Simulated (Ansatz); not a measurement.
Relaxed bulk Au:

```
Au
1.0
     1.41002   -2.51700    0.00000
     1.41002    2.51700    0.00000
     0.00000    0.00000    4.80068
Au
2
Cartesian
  1.4100 -0.8249 1.2002
  1.4100 0.8249 3.6005
```

Miller indices refer to the conventional cell of Cmcm (No. 63), a = 2.820 Å, b = 5.034 Å, c = 4.801 Å, α = 90.00°, β = 90.00°, γ = 90.00°.

The (001) slab of 5 planes, 9.6 Å thick with 15 Å of vacuum as cut; outer planes Au (top) and Au (bottom).

All numbers below come from DFT PBEsol, scalar-relativistic, plane waves, PAW (Ansatz 0.2.0). Plane waves to 420 eV, a k mesh through Γ of 14×14×1 on the computed 5-atom cell and Gaussian smearing (0.10 eV); no spin polarisation. A dipole correction removes the field between periodic images along c.

Results for the relaxed slab:

For the relaxed slab, the surface energy (mean of both faces) is 0.94 J/m² and the work function is 5.41 eV.

Relaxation lowers the energy by 0.002 J/m² a face; the largest move is 0.016 Å.

| plane (bottom to top) | atoms | spacing to next, bulk (Å) | relaxed (Å) | change (%) |
| --- | --- | --- | --- | --- |
| 1 | Au | 2.400 | 2.423 | +1.0 |
| 2 | Au | 2.400 | 2.394 | -0.3 |
| 3 | Au | 2.400 | 2.394 | -0.3 |
| 4 | Au | 2.400 | 2.423 | +1.0 |
| 5 | Au |  |  |  |

Spin-orbit coupling is left out, which matters for the bands of heavy elements.

The reference crystal is a form of Au, which isn't its usual structure.